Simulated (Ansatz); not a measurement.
**Phases of TiO₂ at 30 GPa**

Structure types of TiO₂ are relaxed in primitive cells with their symmetry kept at 30 GPa, on PAW files; LAPW relaxes the small cells further and takes the PAW cell for the others (marked *). The enthalpy is E + pV at zero temperature, without zero-point motion. Only the types listed were tried, and differences under about 5 meV/atom are mesh noise. The real phase may be another.

Level of theory: DFT with PBE, scalar-relativistic, in Ansatz 0.2.0; Fermi–Dirac smearing of 0.08 eV, no spin polarisation. LAPW: all electrons, basis error target 0.5 meV/atom; PAW: frozen-core files, cutoff 420 eV.

k meshes: rutile 7×7×11, fluorite 11×11×11.

```tsv
start type	ends as	a, b, c (Å)	V (Å³/atom)	H − H(lowest), LAPW (meV/atom)
rutile*	rutile, P4_2/mnm	4.442, 4.442, 2.897	9.53	0.0
fluorite	fluorite, Fm-3m	4.675, 4.675, 4.675	8.52	?
```

Give the missing entry: row "fluorite", column "H − H(lowest), LAPW (meV/atom)".

64.1.

Split the lead of rutile over fluorite into energy and pV.

For fluorite less rutile: ΔE = +253.3 meV/atom, and p·ΔV = 30 GPa × -1.0105 Å³ × 6.242 meV/(GPa·Å³) = -189.2 meV/atom, together 64.1 meV/atom. rutile wins by its internal energy, though it is the less dense.

Would fluorite gain on rutile at higher pressure?

Yes: dH/dp = V, and its volume is smaller by 1.01 Å³/atom. Held constant, that would close the gap after about 10 GPa more, a rough figure, since the volume difference changes with pressure.
